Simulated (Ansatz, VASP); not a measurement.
# SnO2 in VASP and in Ansatz

File INCAR:

```
SYSTEM = SnO2
PREC     = Accurate       ! precision mode
ENCUT    = 520            ! plane-wave cutoff, eV
EDIFF    = 1E-7           ! SCF threshold, eV
ISMEAR   = 1              ! smearing method
SIGMA    = 0.1            ! smearing width, eV
LREAL    = .FALSE.        ! projectors in reciprocal space
LASPH    = .TRUE.         ! aspherical terms in the spheres
NELM     = 60             ! most SCF steps
ALGO     = Normal         ! electronic algorithm
ISIF     = 2              ! what is computed and relaxed
LWAVE    = .FALSE.        ! write WAVECAR
LCHARG   = .TRUE.         ! write CHGCAR
GGA      = PS             ! functional
LELF     = .TRUE.         ! ELF
LVHAR    = .TRUE.       
NBANDS   = 35             ! bands
```

The input KPOINTS:

```
regular mesh
0
G
  12 12 2
  0 0 0
```

The input POSCAR:

```
SnO2
1.0
    3.1477078056      0.0000000000      0.0000000000
   -1.5738539028      2.7259906859      0.0000000000
    0.0000000000      0.0000000000     10.5137560249
Sn O
2 4
Direct
    0.0000000000      0.0000000000      0.5000000000
    0.0000000000      0.0000000000      0.0000000000
    0.6666666667      0.3333333333      0.4058600000
    0.6666666667      0.3333333333      0.0941400000
    0.3333333333      0.6666666667      0.5941400000
    0.3333333333      0.6666666667      0.9058600000
```

Input for Ansatz:

```yaml
crystal:
  lattice:
    - [3.147707805601581, 0.0, 0.0]
    - [-1.5738539028007905, 2.7259906859449012, 0.0]
    - [0.0, 0.0, 10.513756024866183]
  atoms:
    - { symbol: Sn, position: [0.0, 0.0, 0.5] }
    - { symbol: Sn, position: [0.0, 0.0, 0.0] }
    - { symbol: O, position: [0.6666666666666666, 0.3333333333333333, 0.40586] }
    - { symbol: O, position: [0.6666666666666666, 0.3333333333333333, 0.09414] }
    - { symbol: O, position: [0.3333333333333333, 0.6666666666666666, 0.59414] }
    - { symbol: O, position: [0.3333333333333333, 0.6666666666666666, 0.90586] }
basis:
  ecutwfc: 420.0
kpoints:
  mp_grid:
    grid: [12, 12, 2]
hamiltonian:
  xc: pbesol
  pseudopotentials:
    kind: paw
scf:
  convergence:
    dr2_threshold: 1.0e-10
  occupations:
    method: cold
output:
  stress: true
```

Measurements of this composition are mostly on another form, of space group No. 136.

Alike in both runs: task single point; functional PBEsol; k mesh 12 × 12 × 2; no spin polarisation.

|  | VASP | Ansatz |
| --- | --- | --- |
| version | VASP 6.6.1 | Ansatz 0.2.0 |
| potentials or method | VASP PAW PBE potentials, release 64 (Sn_d, O) | plane waves, PAW |
| plane-wave cutoff (eV) | 520 | 420 |
| occupations | methfessel-paxton of order 1, width 0.1 eV | cold |
| valence electrons in the cell | 52 | 52 |

VASP gave:

| Item | Value |
| --- | --- |
| pressure (GPa) | 7.4 |
| largest component of the traceless stress (GPa) | 2.62 |

Problem. Which values does Ansatz return?

Solution. Pressure (GPa): 6.8; largest component of the traceless stress (GPa): 2.21.

Ansatz warned: «structure_snapped_to_symmetry».

Caveats: the PAW data sets were made with another functional, which shifts forces and pressure a little (VASP). A k mesh can miss the band edges.
